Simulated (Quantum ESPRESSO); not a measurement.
The system is Bi.

```
Bi
1.0
     3.23838    0.00000    0.00000
     0.00000    3.22164    0.00000
    -0.08045    0.00000    6.44389
Bi
2
Cartesian
  1.7022 0.0000 4.8302
  1.4558 0.0000 1.6137
```

This isn't the form of Bi at room conditions, which is rhombohedral.

```yaml
Program: Quantum ESPRESSO 7.5
Task: single point
Functional: PBE
Potentials_or_basis: SSSP 1.3 efficiency PBE
Cutoff: 748 eV
Density_cutoff: 5987 eV
k_mesh: 8 × 8 × 4
Occupations: fermi-dirac, width 0.05 eV
Spin: no spin polarisation
```

On this cell: pressure 1.9 GPa; largest force 0.016 eV/Å; band gap on the k mesh none (metal or under the smearing width).

The same run follows on a disturbed copy (atoms moved at random, drawn with an rms of 0.05 Å):

```xyz
2
Lattice="3.2384 0.0000 0.0000 0.0000 3.2216 0.0000 -0.0805 0.0000 6.4439" Properties=species:S:1:pos:R:3 pbc="T T T"
Bi    1.7380    0.0023    4.8347
Bi    1.4650    0.0410    1.5556
```

Question: What does the disturbed cell give?

Answer: The energy (extrapolated to zero smearing) moves by +0.2 meV/atom; pressure 2.0 GPa; largest force 0.063 eV/Å; band gap on the k mesh none (metal or under the smearing width).

Forces in eV/Å, atoms in the order of the input:
```
Bi   0.005  0.000 -0.063
Bi  -0.005  0.000  0.063
```

Stress tensor (GPa, compression positive):
```
 1.85  0.00  0.03
 0.00  2.54 -0.01
 0.03 -0.01  1.51
```

Caveats: spin-orbit coupling is left out, which moves the levels of the heavy elements.
